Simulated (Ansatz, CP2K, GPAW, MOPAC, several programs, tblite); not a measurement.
# What cheap methods get right for Cs2SnI6

Aim: run Cs2SnI6 through methods of unlike cost and see what each gets, and at what price.

Program: MOPAC, tblite, CP2K, Ansatz, GPAW (versions at each run). Level of theory: no spin polarisation, static lattice; gaps from single points on the cell relaxed beforehand with r²SCAN. These are calculated values, not measurements.

### Step 1. Starting point

Symmetry: Fm-3m, No. 225, cubic system. The conventional cell has a = 11.841 Å, b = 11.841 Å, c = 11.841 Å, α = 90.00°, β = 90.00°, γ = 90.00°. Cs (site symmetry -43m) has 12 I at 4.19 Å as nearest neighbours. Around Sn (site symmetry m-3m) lie 6 I at 2.88 Å. I (site symmetry 4mm) has 1 Sn at 2.88 Å as nearest neighbours.

As a file:

```cif
data_structure
_symmetry_space_group_name_H-M 'P 1'
_symmetry_Int_Tables_number 1
_cell_length_a 8.3727
_cell_length_b 8.3727
_cell_length_c 8.3727
_cell_angle_alpha 60.000
_cell_angle_beta 60.000
_cell_angle_gamma 60.000
_cell_volume 415.03
loop_
_atom_site_label
_atom_site_type_symbol
_atom_site_fract_x
_atom_site_fract_y
_atom_site_fract_z
_atom_site_occupancy
Cs1 Cs 0.25000 0.25000 0.25000 1
Cs2 Cs 0.75000 0.75000 0.75000 1
Sn1 Sn 0.00000 0.00000 0.00000 1
I1 I 0.24365 0.75635 0.75635 1
I2 I 0.24365 0.75635 0.24365 1
I3 I 0.75635 0.24365 0.75635 1
I4 I 0.75635 0.24365 0.24365 1
I5 I 0.75635 0.75635 0.24365 1
I6 I 0.24365 0.24365 0.75635 1
```

The structure type (vacancy-ordered double perovskite) is imposed and need not be the compound's stable one.

**Question.** The methods are PM6, PM7, GFN1-xTB (tblite), GFN2-xTB (tblite), PBE/DZVP, PBE/SZV, coarse PBE, GLLB-SC, PBE, r2SCAN. What gap does r2SCAN give on this cell, and which other methods (full PBE left aside) come nearest to r2SCAN and farthest in gap, volume and bulk modulus?

| quantity | value |
| --- | --- |
| r2SCAN | gap 0.46 eV, 46.11 Å³/atom, B₀ 20 GPa |
| gap: nearest and farthest of the other methods | PBE/SZV (-0.11 eV), PM7 (+6.80 eV) |
| volume: nearest and farthest of the other methods | PBE/DZVP (+5.7 %), PM7 (+7.8 %) |
| bulk modulus: nearest and farthest of the other methods | PBE/DZVP (-20 %), PM7 (+149 %) |

In words: For the gap, of the 7 methods compared (full PBE left aside), PBE/SZV comes nearest to r2SCAN and PM7 is farthest. For the volume, of the 2 methods compared (full PBE left aside), PBE/DZVP comes nearest to r2SCAN and PM7 is farthest. Among the 2 methods compared for the bulk modulus (full PBE left aside), PBE/DZVP is nearest to r2SCAN and PM7 farthest. A minimal basis or a coarse cutoff and mesh shifts results by its own error, so closeness to r2SCAN can be chance. Cluster runs see only the k-points that fold onto the zone centre, so their gaps can miss the band edges. GLLB-SC is compared with its derivative discontinuity added. GFN1-xTB (tblite) ended in an unphysical state and is left out of the comparison. No volume is given for PM6, GFN2-xTB (tblite), PBE/SZV, coarse PBE, which can hide a larger miss. The crystal is layered or molecular; volumes and moduli at fixed shape hide how each method binds the layers. CPU times run from 1.5 s (GFN1-xTB (tblite)) to 2.1 min (GLLB-SC). On this cell GLLB-SC cost more than r2SCAN itself (49 s), so it is no saving here. r2SCAN is a yardstick, not the truth: it usually gives gaps below the measured ones. Spin-orbit coupling is left out throughout, and with elements this heavy it can close so small a gap. Against the measured gap of Cs2SnI6, 1.3 eV (powder; “Changes in charge density vs changes in formal oxidation states: The case of Sn halide perovskites and their ordered vacancy analogues”, 2017, arxiv:1705.01565), the calculated 0.46 eV is off by -0.84 eV. That value is r2SCAN's. Of all methods here GLLB-SC lies nearest to the measured gap (0.90 eV).
